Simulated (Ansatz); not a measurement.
# Ga2O3 (C2/m): the host for defect calculations

Aim: the runs on the perfect crystal Ga2O3 (C2/m) that a defect calculation needs first.

Method: plane-wave PAW DFT, PBEsol; relaxation of the host's cell and atoms; PAW set soft_1, in the first sound run; inputs show where later runs differ, in Ansatz 0.2.0.

This is a report of a sequence of runs, with most program output left out.

**1. The structure**

It takes space group C2/m (No. 12, monoclinic). Conventional cell: a = 12.280 Å, b = 3.048 Å, c = 5.817 Å, α = 90.00°, β = 103.76°, γ = 90.00°. Ga has 6 O at 1.94 to 2.08 Å nearest. Nearest to Ga lie 4 O at 1.84 to 1.87 Å. Nearest to O lie 3 Ga at 1.84 to 1.94 Å. Nearest to O lie 4 Ga at 1.87 to 2.08 Å. O has 3 Ga at 1.84 to 1.95 Å nearest. Farther neighbours and most contacts between anions are not listed.

**2. Host cell relaxation**

Cell and atoms are relaxed together, until forces and stress fall under their thresholds.

Contents of cell/input.yaml:

```yaml
crystal:
  lattice:
    - [6.1402367, -1.5237837, 0.0]
    - [6.1402367, 1.5237837, 0.0]
    - [-1.3841309, 0.0, 5.6503489]
  atoms:
    - { symbol: Ga, position: [0.3411617, 0.3411617, 0.68526966] }
    - { symbol: Ga, position: [0.6588383, 0.6588383, 0.31473034] }
    - { symbol: Ga, position: [0.9095256, 0.9095256, 0.205214] }
    - { symbol: Ga, position: [0.0904744, 0.0904744, 0.794786] }
    - { symbol: O, position: [0.50353087, 0.50353087, 0.74333591] }
    - { symbol: O, position: [0.49646913, 0.49646913, 0.25666409] }
    - { symbol: O, position: [0.82662894, 0.82662894, 0.43676984] }
    - { symbol: O, position: [0.17337106, 0.17337106, 0.56323016] }
    - { symbol: O, position: [0.16450498, 0.16450498, 0.10915408] }
    - { symbol: O, position: [0.83549502, 0.83549502, 0.89084592] }
basis:
  ecutwfc: 420
  xc_grid: 2
hamiltonian:
  xc: pbesol
  pseudopotentials: { kind: paw, azcp: { folder: soft_1 }, xc_functional: pbe }
kpoints:
  mp_grid: { grid: [9, 9, 5] }
scf:
  occupations: { method: fixed }
  max_iter: 100
relax:
  f_tol: 0.005
  max_steps: 60
  cell: {}
output:
  forces: true
  stress: true
checkpoint:
  write: "../cell.run"
  compress: false
  write_wavefunctions: false
  write_every: 100000
```

Command:

```sh
$ ansatz run input.yaml --threads 32 --pin off --max-ram 84787MiB --backend cuda --events-out ev --progress --plain --runs-dir out --max-vram 78GiB
```

It took 3.7 s on 1 × NVIDIA GB200 with 32 threads of Arm Neoverse V2, shared host; peak memory 1.1 GiB.

The steps of the relaxation:

| step | energy less that of the first step (eV) | largest force component (eV/Å) | pressure (GPa) | volume (Å³) |
| --- | --- | --- | --- | --- |
| 1 | 0.0000 | 0.0694 | -0.16 | 105.73 |
| 2 | -0.0010 | 0.0257 | -0.02 | 105.63 |
| 3 | -0.0012 | 0.0117 | 0.01 | 105.60 |
| 4 | -0.0012 | 0.0040 | 0.00 | 105.60 |
| 5* | -0.0008 | 0.0040 | -0.01 | 105.60 |

Relaxation steps marked * repeat the geometry before them on a plane-wave basis chosen anew for their cell, so energy and pressure can jump there.

Forces are held to the 4 operations that the run works with; a distortion that breaks them can't arise in this run.

| cell as run | before | after | change |
| --- | --- | --- | --- |
| a (Å) | 6.326 | 6.325 | -0.0 % |
| b (Å) | 6.326 | 6.325 | -0.0 % |
| c (Å) | 5.817 | 5.810 | -0.1 % |
| α (°) | 103.35 | 103.29 | -0.1 % |
| β (°) | 103.35 | 103.29 | -0.1 % |
| volume (Å³/atom) | 10.57 | 10.56 | -0.1 % |

Numbers from this step:

```
pressure : -0.005870 GPa
```

**3. Dielectric tensors of the host**

The response to a uniform electric field gives the electronic dielectric tensor.

This step: plane-wave PAW DFPT, PBEsol; dielectric tensors, Born charges and zone-centre modes of the host; PAW set soft_1 (Ansatz 0.2.0).

Contents of eps/input.yaml:

```yaml
crystal:
  lattice:
    - [6.1389790983, -1.5236491004, 0.0039344338]
    - [6.1389790983, 1.5236491004, 0.0039344338]
    - [-1.3802268796, 0.0, 5.6439576092]
  atoms:
    - { symbol: Ga, position: [0.3412764858, 0.3412764858, 0.6854403771] }
    - { symbol: Ga, position: [0.6587235142, 0.6587235142, 0.3145596229] }
    - { symbol: Ga, position: [0.9094922641, 0.9094922641, 0.2046026177] }
    - { symbol: Ga, position: [0.0905077359, 0.0905077359, 0.7953973823] }
    - { symbol: O, position: [0.5037884346, 0.5037884346, 0.7440849188] }
    - { symbol: O, position: [0.4962115654, 0.4962115654, 0.2559150812] }
    - { symbol: O, position: [0.8267873152, 0.8267873152, 0.4372393251] }
    - { symbol: O, position: [0.1732126848, 0.1732126848, 0.5627606749] }
    - { symbol: O, position: [0.1652740744, 0.1652740744, 0.1095265368] }
    - { symbol: O, position: [0.8347259256, 0.8347259256, 0.8904734632] }
basis:
  ecutwfc: 420
hamiltonian:
  xc: pbesol
  pseudopotentials: { kind: paw, azcp: { folder: soft_1 }, xc_functional: pbe }
kpoints:
  mp_grid: { grid: [8, 8, 4] }
scf:
  occupations: { method: fixed }
  max_iter: 100
phonons:
  method: dfpt
  dielectric: true
  rigid_motions: translations
```

Run time: 30 s. Hardware: 1 × NVIDIA GB200 with 32 threads; peak memory 5.4 GiB.

Electronic dielectric tensor:

```
4.10 0.00 0.00
0.00 4.20 0.00
0.00 0.00 4.21
```

Static dielectric tensor:

```
11.09  0.00 -0.77
 0.00 10.92  0.00
-0.77  0.00 13.61
```

The principal values of the electronic dielectric tensor are 4.10, 4.20 and 4.21. The principal values of the static dielectric tensor are 10.87, 10.92 and 13.83.

**4. Defect free supercell relaxed in its symmetry**

This cell, the one that will hold the defects, is built from the relaxed host. Its coarser k-points can move the atoms a little, so it is relaxed from the symmetric sites, as the reference for the test of stability.

This step: plane-wave PAW DFT, PBEsol; relaxation of the defect-free supercell in its symmetry; PAW set soft_1 (Ansatz 0.2.0).

System of this step: Ga2O3 (C2/m). The cell holds 120 atoms: 48 Ga and 72 O. Its edges and angles: a = 12.278 Å, b = 9.142 Å, c = 11.621 Å, α = 90.0°, β = 103.7°, γ = 90.0°.

Contents of pristine.symmetric/input.yaml:

```yaml
crystal:
  lattice:
    - [12.2779581966, 0.0, 0.0078688676]
    - [0.0, 9.1418946025, 0.0]
    - [-2.7604537593, 0.0, 11.2879152185]
  atoms:
    - { symbol: Ga, position: [0.3412764858, 0.0, 0.3427201886] }
    - { symbol: Ga, position: [0.8412764858, 0.1666666667, 0.3427201886] }
    - { symbol: Ga, position: [0.1587235142, 0.1666666667, 0.1572798114] }
    - { symbol: Ga, position: [0.6587235142, 0.0, 0.1572798114] }
    - { symbol: Ga, position: [0.4094922641, 0.1666666667, 0.1023013088] }
    - { symbol: Ga, position: [0.9094922641, 0.0, 0.1023013088] }
    - { symbol: Ga, position: [0.0905077359, 0.0, 0.3976986912] }
    - { symbol: Ga, position: [0.5905077359, 0.1666666667, 0.3976986912] }
    - { symbol: O, position: [0.0037884346, 0.1666666667, 0.3720424594] }
    - { symbol: O, position: [0.5037884346, 0.0, 0.3720424594] }
    - { symbol: O, position: [0.4962115654, 0.0, 0.1279575406] }
    - { symbol: O, position: [0.9962115654, 0.1666666667, 0.1279575406] }
    - { symbol: O, position: [0.3267873152, 0.1666666667, 0.2186196626] }
    - { symbol: O, position: [0.8267873152, 0.0, 0.2186196626] }
    - { symbol: O, position: [0.1732126848, 0.0, 0.2813803374] }
    - { symbol: O, position: [0.6732126848, 0.1666666667, 0.2813803374] }
    - { symbol: O, position: [0.1652740744, 0.0, 0.0547632684] }
    - { symbol: O, position: [0.6652740744, 0.1666666667, 0.0547632684] }
    - { symbol: O, position: [0.3347259256, 0.1666666667, 0.4452367316] }
    - { symbol: O, position: [0.8347259256, 0.0, 0.4452367316] }
    - { symbol: Ga, position: [0.3412764858, 0.0, 0.8427201886] }
    - { symbol: Ga, position: [0.8412764858, 0.1666666667, 0.8427201886] }
    - { symbol: Ga, position: [0.1587235142, 0.1666666667, 0.6572798114] }
    - { symbol: Ga, position: [0.6587235142, 0.0, 0.6572798114] }
    - { symbol: Ga, position: [0.4094922641, 0.1666666667, 0.6023013088] }
    - { symbol: Ga, position: [0.9094922641, 0.0, 0.6023013088] }
    - { symbol: Ga, position: [0.0905077359, 0.0, 0.8976986912] }
    - { symbol: Ga, position: [0.5905077359, 0.1666666667, 0.8976986912] }
    - { symbol: O, position: [0.0037884346, 0.1666666667, 0.8720424594] }
    - { symbol: O, position: [0.5037884346, 0.0, 0.8720424594] }
[... 84 atom lines left out ...]
    - { symbol: O, position: [0.1732126848, 0.6666666667, 0.7813803374] }
    - { symbol: O, position: [0.6732126848, 0.8333333333, 0.7813803374] }
    - { symbol: O, position: [0.1652740744, 0.6666666667, 0.5547632684] }
    - { symbol: O, position: [0.6652740744, 0.8333333333, 0.5547632684] }
    - { symbol: O, position: [0.3347259256, 0.8333333333, 0.9452367316] }
    - { symbol: O, position: [0.8347259256, 0.6666666667, 0.9452367316] }
basis:
  ecutwfc: 420
  xc_grid: 2
hamiltonian:
  xc: pbesol
  pseudopotentials: { kind: paw, azcp: { folder: soft_1 }, xc_functional: pbe }
kpoints:
  mp_grid: { grid: [1, 1, 1] }
scf:
  occupations: { method: fermi_dirac, width: 0.01 }
  max_iter: 100
  lower_state_search: "off"
output:
  forces: true
relax:
  f_tol: 0.015
  max_steps: 60
  escape_saddle: false
checkpoint:
  write: "../pristine.symmetric.run"
  compress: false
  write_wavefunctions: false
  write_every: 100000
```

Wall time 2.8 s (1 × NVIDIA GB200 with 32 threads); peak memory 1.1 GiB.

Relaxation path:

| step | energy less that of the first step (eV) | largest force component (eV/Å) |
| --- | --- | --- |
| 1 | 0.0000 | 0.0284 |
| 2 | -0.0018 | 0.0205 |
| 3 | -0.0033 | 0.0078 |

Forces are held to the 48 operations that the run works with; a distortion that breaks them can't arise in this run.

**5. Defect free supercell relaxed from displaced atoms**

This step: plane-wave PAW DFT, PBEsol; relaxation of the defect-free supercell from random displacements, a test of the host's stability; PAW set soft_1 (Ansatz 0.2.0).

pristine.rattled/input.yaml, as its differences from pristine.symmetric/input.yaml of step 4:

```diff
@@ -59,6 +59,6 @@
   f_tol: 0.015
-  max_steps: 60
-  escape_saddle: false
+  max_steps: 120
+  random_displacement: { amplitude: 0.06, seed: 6263 }
 checkpoint:
-  write: "../pristine.symmetric.run"
+  write: "../pristine.rattled.run"
   compress: false
```

The job ended after 4.1 s (1 × NVIDIA GB200 with 32 threads; peak memory 1.1 GiB; 15 s of CPU time).

The steps of the relaxation:

| step | energy less that of the first step (eV) | largest force component (eV/Å) |
| --- | --- | --- |
| 1 | 0.0000 | 2.6683 |
| 2 | -2.3301 | 1.3912 |
| 3 | -3.5347 | 0.0236 |
| 4 | -3.5348 | 0.0240 |
| 5 | -3.5361 | 0.0018 |

The relaxation ends 29 meV an atom lower than the displaced start, with a largest force component of 0.0018 eV/Å.

**6. Host on a dense mesh**

This step: plane-wave PAW DFT, PBEsol; single point of the defect-free host, a test of the k-point sampling; PAW set soft_1 (Ansatz 0.2.0).

System of this step: Ga2O3 (C2/m). The structure is monoclinic, space group C2/m (No. 12). Conventional cell: a = 12.278 Å, b = 3.047 Å, c = 5.810 Å, α = 90.00°, β = 103.71°, γ = 90.00°. Ga has 6 O at 1.94 to 2.08 Å nearest. Nearest to Ga lie 4 O at 1.84 to 1.87 Å. O has 3 Ga at 1.84 to 1.94 Å nearest. Nearest to O lie 4 Ga at 1.87 to 2.08 Å. Nearest to O lie 3 Ga at 1.84 to 1.95 Å. Farther neighbours and most contacts between anions are not listed.

dense/input.yaml, as its differences from eps/input.yaml of step 3:

```diff
@@ -18,2 +18,3 @@
   ecutwfc: 420
+  xc_grid: 2
 hamiltonian:
@@ -22,9 +23,11 @@
 kpoints:
-  mp_grid: { grid: [8, 8, 4] }
+  mp_grid: { grid: [9, 9, 5] }
 scf:
-  occupations: { method: fixed }
+  occupations: { method: fermi_dirac, width: 0.01 }
   max_iter: 100
-phonons:
-  method: dfpt
-  dielectric: true
-  rigid_motions: translations
+  lower_state_search: "off"
+checkpoint:
+  write: "../dense.run"
+  compress: false
+  write_wavefunctions: false
+  write_every: 100000
```

It took 1.9 s on 1 × NVIDIA GB200 with 32 threads; peak memory 1 GiB.

**7. Defect free supercell at the zone centre**

The supercell is run at the zone centre, to see how far that sampling misses the dense mesh.

System of this step: Ga2O3 (C2/m). The cell holds 120 atoms: 48 Ga and 72 O. Cell: a = 12.278 Å, b = 9.142 Å, c = 11.621 Å, α = 90.0°, β = 103.7°, γ = 90.0°.

pristine.sampling_gamma/input.yaml, as its differences from pristine.rattled/input.yaml of step 5:

```diff
@@ -55,10 +55,4 @@
   lower_state_search: "off"
-output:
-  forces: true
-relax:
-  f_tol: 0.015
-  max_steps: 120
-  random_displacement: { amplitude: 0.06, seed: 6263 }
 checkpoint:
-  write: "../pristine.rattled.run"
+  write: "../pristine.sampling_gamma.run"
   compress: false
```

Elapsed: 2 s, on 1 × NVIDIA GB200 with 32 threads; peak memory 1.2 GiB.

**8. Defect free supercell at the quarter point**

The supercell is run at one point off the zone centre, to see how far that sampling misses the dense mesh.

pristine.sampling_quarter/input.yaml, as its differences from pristine.sampling_gamma/input.yaml of step 7:

```diff
@@ -50,3 +50,3 @@
 kpoints:
-  mp_grid: { grid: [1, 1, 1] }
+  mp_grid: { grid: [1, 1, 1], shift: [0.25, 0.25, 0.25] }
 scf:
@@ -56,3 +56,3 @@
 checkpoint:
-  write: "../pristine.sampling_gamma.run"
+  write: "../pristine.sampling_quarter.run"
   compress: false
```

Run time: 2.8 s. Hardware: 1 × NVIDIA GB200 with 32 threads; peak memory 1.2 GiB.

**9. Results**

| Quantity | Value |
| --- | --- |
| primitive cell vectors, lengths | 6.325, 6.325, 5.810 Å |
| electronic dielectric constant | principal values (4.10, 4.20, 4.21) |
| static dielectric constant | principal values (10.87, 10.92, 13.83) |
| gap on the k-mesh of the response run (PBEsol) | 2.23 eV |
| supercell relaxed in its symmetry less the displaced and relaxed one | 0.000 eV |
| energy an atom at the zone centre alone less that on the dense mesh | 0.015 eV |
| energy an atom at one point at (¼, ¼, ¼) less that on the dense mesh | 0.000 eV |

What this shows: Step 4: First to last step the energy falls by 0.003 eV; the largest move, 0.006 Å, is that of O19 and 23 other atoms alike. Step 5: The energy fell by 3.536 eV from the randomly displaced start; against the sites as typed, O120 ends farthest off, by 0.01 Å, once the mean shift is taken out. The displaced cell ends within 0.01 eV of the symmetric one relaxed in its symmetry, so no lower structure shows in this supercell. The k-mesh can miss the band edges, so this gap is an upper bound at this level. All at zero temperature.

[Logs are printed without paths, hosts, clocks, repeated set-up lines and the standing remarks that a program may print on its own settings, such as how far it seeks lower states.]

[Hosts, paths, dates, database ids (printed as entryN), source tags and the programs' standing remarks are cut or masked in the printed files.]

[Runs of the host that timed out are not shown.]

[For some hosts the program warned that the k-mesh of the response run may be too coarse for force constants and the static dielectric constant; such warnings are not always shown.]

[The program warned that the k-mesh of a response run behind this text may be too coarse: force constants, and the static dielectric constant and all else formed from them, are not shown converged.]
